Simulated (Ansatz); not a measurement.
InAs (zincblende): gap against strain (epitaxial in the plane normal to [111])

InAs built on the zincblende prototype, relaxed with r2SCAN in Ansatz 0.2.0, then strained (epitaxial in the plane normal to [111]; changes of length per length, axes as in the cell below) with the atoms relaxed again within the symmetry that is left. Space group F-43m (No. 216), cubic; conventional cell a = 6.109 Å, 28.50 Å³ an atom. In has 4 As at 2.65 Å; As has 4 In at 2.65 Å. Calculated for a static, non-magnetic cell.

```yaml
crystal:
  lattice:
    - [0.00000, 3.05459, 3.05459]
    - [3.05459, 0.00000, 3.05459]
    - [3.05459, 3.05459, 0.00000]
  atoms:
    - { symbol: In, position: [0.00000, 0.00000, 0.00000] }
    - { symbol: As, position: [0.25000, 0.25000, 0.25000] }
```

Gaps are the least over each mesh (HSE06 6×6×6 when unstrained) and the special points, which keep their unstrained names.

```
strain (%)  free normal strain (%)  gap, HSE06 (eV)    edges, HSE06
      -4.0                   +2.46            0.400               Γ
      -3.0                   +1.82            0.428               Γ
      -2.0                   +1.19            0.427               Γ
      -1.0                   +0.55            0.405               Γ
       0.0                    0.00            0.358               Γ
      +1.0                   -0.61            0.216               Γ
      +2.0                   -1.15            0.127  Γ–K (0.06) → Γ
```

Between zero and the nearest strains the slope of the HSE06 gap against strain is -0.047 eV per percent for negative and -0.142 for positive strain.

No spin-orbit coupling is included; it can move band edges with weight on the heavy atoms by tenths of an eV.

Where an edge lies off the special points, it is a point of the mesh or the k point where a search put PBE's edge or least direct gap, reused for the other functionals, whose own edges may lie a little apart.

The meshes of the hybrids are coarse, so their gaps aren't converged to the digits shown.
